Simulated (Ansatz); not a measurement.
Crystal: V.

```xyz
1
Lattice="-1.5144 1.5144 1.5144 1.5144 -1.5144 1.5144 1.5144 1.5144 -1.5144" Properties=species:S:1:pos:R:3 pbc="T T T"
V     0.0000    0.0000    0.0000
```

| Quantity | Value |
| --- | --- |
| Program | Ansatz 0.2.0 |
| Task | relaxation of cell and atoms |
| Functional | BLYP |
| Dispersion | D3(BJ) |
| Potentials or basis | all-electron LAPW, scalar-relativistic |
| Basis error allowed | 0.001 eV/atom |
| k mesh | 12 × 12 × 12 |
| Occupations | fermi-dirac, width 0.05 eV |
| Spin | collinear spin, ferromagnetic start |
| Starting moments | [2.0] μB |

At the start: volume 13.89 Å³/atom.

Task: How do energy, volume and symmetry change on relaxing?

Result: Over 5 steps the energy falls by 105.8 meV/atom and the volume is 12.32 Å³/atom (-11.3 %); space group Im-3m (No. 229, to 0.05 Å); moment 0.00 μB per cell.

Step by step:
```csv
step,energy change (eV),largest force (eV/Å),volume (Å³)
1,0.0000,0.0000,13.89
2,-0.1042,0.0000,12.15
3,-0.1057,0.0000,12.35
4,-0.1058,0.0000,12.32
5,-0.1058,0.0000,12.32
```

Final structure:
```
V
1.0
    -1.45485    1.45485    1.45485
     1.45485   -1.45485    1.45485
     1.45485    1.45485   -1.45485
V
1
Cartesian
  0.0000 0.0000 0.0000
```

Caveat: the volume moved by -11 % from the deposited cell, more than functionals usually miss; the starting moments weren't kept.
